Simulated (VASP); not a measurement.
# Tm (Im-3m) in VASP: a series of runs, part 2 of 2

VASP 6.6.1. The steps go on from the part before.

### Step 4. Single point, PBE, collinear spin, ferromagnetic start

Input file INCAR:

```
SYSTEM = Tm
PREC = Accurate ; ENCUT = 500
EDIFF = 1E-6 ; ISMEAR = -1
SIGMA = 0.1 ; LREAL = .FALSE.
LASPH = .TRUE. ; NELM = 100
ALGO = Normal ; ISIF = 2
LWAVE = .FALSE. ; LCHARG = .FALSE.
ISPIN = 2 ; MAGMOM = 2
LORBIT = 11 ; LMAXMIX = 6
GGA = PE ; NBANDS = 22
ADDGRID = .FALSE.
```

Input file KPOINTS:

```
regular mesh
0
G
  4 4 4
  0 0 0
```

Input file POSCAR:

```
Tm
1.0
   -1.8621100000      1.9916120000      1.9516370000
    1.9655340000     -2.0016460000      2.0650950000
    1.8577320000      1.9972680000     -1.9616710000
Tm
1
Direct
   -0.0415270000     -0.0161680000     -0.0347540000
```

Potentials or basis: VASP PAW PBE potentials, release 64 (Tm).

Launch:

```console
> cat potpaw_PBE.64/Tm/POTCAR > POTCAR
> mpirun -np 1 vasp_std > vasp.out
```

OUTCAR:

```text
SYSTEM = Tm
   PREC = Accurate
   ENCUT = 500
   EDIFF = 1E-6
   ISMEAR = -1
   LREAL = .FALSE.
   LASPH = .TRUE.
   NELM = 100
   ISIF = 2
   ISPIN = 2
   LORBIT = 11
   GGA = PE

 Found     36 irreducible k-points:

 Following reciprocal coordinates:
            Coordinates               Weight
  0.000000  0.000000  0.000000      1.000000
  0.250000  0.000000  0.000000      2.000000
  0.500000  0.000000  0.000000      1.000000
  0.000000  0.250000  0.000000      2.000000
  0.250000  0.250000  0.000000      2.000000
  0.500000  0.250000 -0.000000      2.000000
   k-points           NKPTS =     36   k-points in BZ     NKDIM =     36   number of bands    NBANDS=     22
   number of dos      NEDOS =    301   number of ions     NIONS =      1
   total plane-waves  NPLWV =  18816
   dimension x,y,z NGX =    24 NGY =   28 NGZ =   28
   dimension x,y,z NGXF=    48 NGYF=   56 NGZF=   56
   ions per type =               1
   NGX,Y,Z   is equivalent  to a cutoff of  11.90, 13.36, 13.85 a.u.
   NGXF,Y,Z  is equivalent  to a cutoff of  23.80, 26.73, 27.71 a.u.
 SYSTEM =  Tm
   PREC   = accura    normal or accurate (medium, high low for compatibility)
   ISTART =      0    job   : 0-new  1-cont  2-samecut
   ICHARG =      2    charge: 1-file 2-atom 10-const
   ISPIN  =      2    spin polarized calculation?
   LNONCOLLINEAR =      F non collinear calculations
   LSORBIT =      F    spin-orbit coupling
   LASPH  =      T    aspherical Exc in radial PAW
   ENCUT  =  500.0 eV  36.75 Ry    6.06 a.u.   6.11  6.35  6.13*2*pi/ulx,y,z
   NELM   =    100;   NELMIN=  2; NELMDL= -5     # of ELM steps
   EDIFF  = 0.1E-05   stopping-criterion for ELM
   LREAL  =      F    real-space projection
   EDIFFG = 0.1E-04   stopping-criterion for IOM
   NSW    =      0    number of steps for IOM
   IBRION =     -1    ionic relax: 0-MD 1-quasi-New 2-CG
   NFREE  =      0    steps in history (QN), initial steepest desc. (CG)
   ISIF   =      2    stress and relaxation
   ISYM   =      2    0-nonsym 1-usesym 2-fastsym
   POTIM  = 0.5000    time-step for ionic-motion
   TEBEG  =    0.0;   TEEND  =   0.0 temperature during run
   PSTRESS=    0.0 pullay stress
   NELECT =      23.0000    total number of electrons
   NUPDOWN=      -1.0000    fix difference up-down
   EMIN   =  10.00;   EMAX   =-10.00  energy-range for DOS
   EFERMI =   0.00;   METHOD = LEGACY
   ISMEAR =    -1;   SIGMA  =   0.10  broadening in eV -4-tet -1-fermi 0-gaus
   EFERMI_NEDOS =   21; number of points for ismear=-14 and -15
   IALGO  =     38    algorithm
   IMIX   =      4    mixing-type and parameters
     AMIX     =   0.40;   BMIX     =  1.00
     AMIX_MAG =   1.60;   BMIX_MAG =  1.00
  volume/ion in A,a.u.               =      30.61       206.55
  Fermi-wavevector in a.u.,A,eV,Ry     =   1.488367  2.812605 30.140106  2.215235
  Thomas-Fermi vector in A             =   2.601410
   LORBIT       =     11    0 simple, 1 ext, 2 COOP (PROOUT), +10 PAW based schemes
   GGA     = PE    functional components
   LHFCALC =     F    Hartree Fock is set to
   AEXX    =    0.0000 exact exchange contribution
   IVDW    =     0    specifies the selected vdW correction
   LEPSILON=     F    determine dielectric tensor
   LRPA    =     F    only Hartree local field effects (RPA)
 spin polarized calculation
  energy-cutoff  :      500.00
  volume of cell :       30.61
 maximum number of plane-waves:       790
   NGX = 13   NGY = 13   NGZ = 13

 number of electron      23.0000007 magnetization       1.1686185

 Free energy of the ion-electron system (eV)
  ---------------------------------------------------
  ext. energy  EPLUGINS =         0.00000000
  ---------------------------------------------------
  free energy    TOTEN  =        -4.13265765 eV

  energy without entropy =       -3.91215209  energy(sigma->0) =       -4.02240487

 E-fermi :   2.2671     XC(G=0): -10.2009

 val. band max:        2.2653372564   @ k =   0.0000   0.0000   0.5000
 cond. band min:       2.2728304938   @ k =   0.2500   0.2500   0.2500
 fundamental gap:      0.0074932375
 Fermi energy:         2.2671153896

 spin component 1

 k-point     1 :       0.0000    0.0000    0.0000
  band No.  band energies     occupation
      1     -48.2202      1.00000
      2     -21.1708      1.00000
      3     -21.1487      1.00000
      4     -21.1264      1.00000
      5      -3.0480      1.00000
      6       0.6450      1.00000
[... 14 lines left out ...]
     21      21.1284      0.00000
     22      21.5310      0.00000

 k-point     2 :       0.2500    0.0000    0.0000
  band No.  band energies     occupation
      1     -48.1981      1.00000
      2     -21.4727      1.00000
      3     -21.2426      1.00000
      4     -21.1426      1.00000
      5      -1.4518      1.00000
      6       0.6915      1.00000
[... 14 lines left out ...]
     21      17.8970      0.00000
     22      19.0847      0.00000

 k-point     3 :       0.5000    0.0000    0.0000
  band No.  band energies     occupation
      1     -48.1759      1.00000
      2     -21.7789      1.00000
      3     -21.3297      1.00000
      4     -21.1378      1.00000
      5       0.3773      1.00000
      6       0.7289      1.00000
[... 14 lines left out ...]
     21      18.4210      0.00000
     22      21.7043      0.00000

 k-point     4 :       0.0000    0.2500    0.0000
  band No.  band energies     occupation
      1     -48.2019      1.00000
      2     -21.4552      1.00000
      3     -21.2300      1.00000
      4     -21.1368      1.00000
      5      -1.4788      1.00000
      6       0.6665      1.00000
[... 14 lines left out ...]
     21      18.4876      0.00000
     22      18.7222      0.00000

 k-point     5 :       0.2500    0.2500    0.0000
  band No.  band energies     occupation
      1     -48.1797      1.00000
      2     -21.6180      1.00000
      3     -21.4149      1.00000
      4     -21.1897      1.00000
      5       0.6907      1.00000
      6       0.7417      1.00000
[... 14 lines left out ...]
     21      17.8312      0.00000
     22      20.1308      0.00000

 k-point     6 :       0.5000    0.2500   -0.0000
  band No.  band energies     occupation
      1     -48.1753      1.00000
      2     -21.6975      1.00000
      3     -21.3879      1.00000
      4     -21.1843      1.00000
      5       0.7244      1.00000
      6       0.7549      1.00000
[... 14 lines left out ...]
     21      17.5549      0.00000
     22      20.3982      0.00000

 [... further k-points ...]

 spin component 2

 k-point     1 :       0.0000    0.0000    0.0000
  band No.  band energies     occupation
      1     -47.6803      1.00000
      2     -20.8006      1.00000
      3     -20.7758      1.00000
      4     -20.7570      1.00000
      5      -3.1347      1.00000
      6       1.7995      0.99077
[... 14 lines left out ...]
     21      21.0729      0.00000
     22      21.5536      0.00000

 k-point     2 :       0.2500    0.0000    0.0000
  band No.  band energies     occupation
      1     -47.6571      1.00000
      2     -21.1160      1.00000
      3     -20.8799      1.00000
      4     -20.7696      1.00000
      5      -1.5288      1.00000
      6       1.7144      0.99604
[... 14 lines left out ...]
     21      17.8273      0.00000
     22      19.0483      0.00000

 k-point     3 :       0.5000    0.0000    0.0000
  band No.  band energies     occupation
      1     -47.6337      1.00000
      2     -21.4363      1.00000
      3     -20.9708      1.00000
      4     -20.7644      1.00000
      5       0.2921      1.00000
      6       1.6582      0.99774
[... 14 lines left out ...]
     21      18.3478      0.00000
     22      21.7068      0.00000

 k-point     4 :       0.0000    0.2500    0.0000
  band No.  band energies     occupation
      1     -47.6610      1.00000
      2     -21.1008      1.00000
      3     -20.8606      1.00000
      4     -20.7679      1.00000
      5      -1.5497      1.00000
      6       1.7183      0.99588
[... 14 lines left out ...]
     21      18.3939      0.00000
     22      18.7223      0.00000

 k-point     5 :       0.2500    0.2500    0.0000
  band No.  band energies     occupation
      1     -47.6377      1.00000
      2     -21.2688      1.00000
      3     -21.0590      1.00000
      4     -20.8208      1.00000
      5       0.6937      1.00000
      6       1.6731      0.99737
[... 14 lines left out ...]
     21      17.7936      0.00000
     22      20.0795      0.00000

 k-point     6 :       0.5000    0.2500   -0.0000
  band No.  band energies     occupation
      1     -47.6331      1.00000
      2     -21.3526      1.00000
      3     -21.0292      1.00000
      4     -20.8154      1.00000
      5       0.8329      1.00000
      6       1.6771      0.99727
[... 14 lines left out ...]
     21      17.5173      0.00000
     22      20.3585      0.00000

 [... further k-points ...]

------------------------ aborting loop because EDIFF is reached ----------------------------------------

  FORCE on cell =-STRESS in cart. coord.  units (eV):
  Direction    XX          YY          ZZ          XY          YZ          ZX
  --------------------------------------------------------------------------------------
  -------------------------------------------------------------------------------------
  Total        0.7021294      0.6570506      0.6279836      0.0474203      0.0641545     -0.3794793
  in kB       36.7540498     34.3943313     32.8727738      2.4822865      3.3582664    -19.8644330
  external PRESSURE =      34.6737183 kB  Pullay stress =       0.0000000 kB

 VOLUME and BASIS-vectors are now :
 -----------------------------------------------------------------------------
  energy-cutoff  :      500.00
  volume of cell :       30.61
      direct lattice vectors                 reciprocal lattice vectors
    -1.862110000  1.991612000  1.951637000    -0.006468339  0.251318090  0.249752960
     1.965534000 -2.001646000  2.065095000     0.255000420  0.000889619  0.242395002
     1.857732000  1.997268000 -1.961671000     0.262009400  0.250969113 -0.006119362

 POSITION                                       TOTAL-FORCE (eV/Angst)
 -----------------------------------------------------------------------------------
      1.94214      1.86748      2.00880        -0.000000     -0.000000     -0.000000
 -----------------------------------------------------------------------------------
    total drift:                               -0.000007      0.000020     -0.000007

  FREE ENERGIE OF THE ION-ELECTRON SYSTEM (eV)
  ---------------------------------------------------
  free  energy   TOTEN  =        -4.1326576476 eV

  energy  without entropy=       -3.9121520890  energy(sigma->0) =       -4.02240487

 total charge

# of ion       s       p       d       f       tot
--------------------------------------------------
    1        2.220   5.952   0.389  12.503  21.064

 magnetization (x)

# of ion       s       p       d       f       tot
--------------------------------------------------
    1        0.004  -0.028  -0.029   1.286   1.233
```

Run time: 1.7 min. Hardware: 1 thread of AMD EPYC 9R45 (Zen 5), shared host; peak memory 0.16 GiB.

The run converged, but some of its settings lie outside the range that counts as converged, so its numbers aren't taken as properties of the crystal.

What came out:

| Quantity | Value |
| --- | --- |
| Free energy | -4.1327 eV |
| Pressure | 3.5 GPa |
| Band gap on the k mesh | none (metal or under the smearing width) |
| Net moment | 1.17 μB per cell |
| Site moments | Tm +1.23 μB |
| Valence electrons inside the program's atomic spheres | Tm 21.06 |

Caveat: the k mesh is coarse (spacing up to 0.57 Å⁻¹), so the values aren't converged; the magnetic or orbital state may not be the lowest; spin-orbit coupling is left out, which moves the levels of the heavy elements.

### Step 5. Single point, PBE, collinear spin, ferromagnetic start

This run uses another cell than the first one, of the same volume but with other edges.

INCAR, as its differences from that of step 4:

```diff
@@ -1,3 +1,3 @@
 SYSTEM = Tm
-PREC = Accurate ; ENCUT = 500
+PREC = Accurate ; ENCUT = 600
 EDIFF = 1E-6 ; ISMEAR = -1
```

KPOINTS is that of step 4.

Input file POSCAR:

```
Tm
1.0
   -1.9705499473      1.9705499473      1.9705499473
    1.9705499473     -1.9705499473      1.9705499473
    1.9705499473      1.9705499473     -1.9705499473
Tm
1
Direct
    0.0000000000      0.0000000000      0.0000000000
```

Launch:

```console
> cat potpaw_PBE.64/Tm/POTCAR > POTCAR
> mpirun -np 1 vasp_std > vasp.out
```

Run time: 21 s. Hardware: 1 thread of AMD EPYC 9R45 (Zen 5), shared host; peak memory 0.15 GiB.

The run converged, but some of its settings lie outside the range that counts as converged, so its numbers aren't taken as properties of the crystal.

What came out:

```
Free energy                                           : -4.1448 eV
Pressure                                              : 3.6 GPa
Band gap on the k mesh                                : none (metal or under the smearing width)
Net moment                                            : 1.18 μB per cell
Site moments                                          : Tm +1.24 μB
Valence electrons inside the program's atomic spheres : Tm 21.06
```

Caveat: the k mesh is coarse (spacing up to 0.56 Å⁻¹), so the values aren't converged; the magnetic or orbital state may not be the lowest; spin-orbit coupling is left out, which moves the levels of the heavy elements.

### Step 6. For comparison

An earlier run on the cell as given: functional PBE; potentials or basis VASP PAW PBE potentials, release 64 (Tm); cutoff 520 eV; k mesh 10 × 10 × 10; occupations fermi-dirac, width 0.05 eV; collinear spin, ferromagnetic start; starting moments [2.0] μB.

- Pressure: 2.8 GPa
- Band gap on the k mesh: none (metal or under the smearing width)
- Net moment: 1.14 μB per cell
- Site moments: Tm +1.22 μB
- Valence electrons inside the program's atomic spheres: Tm 21.06
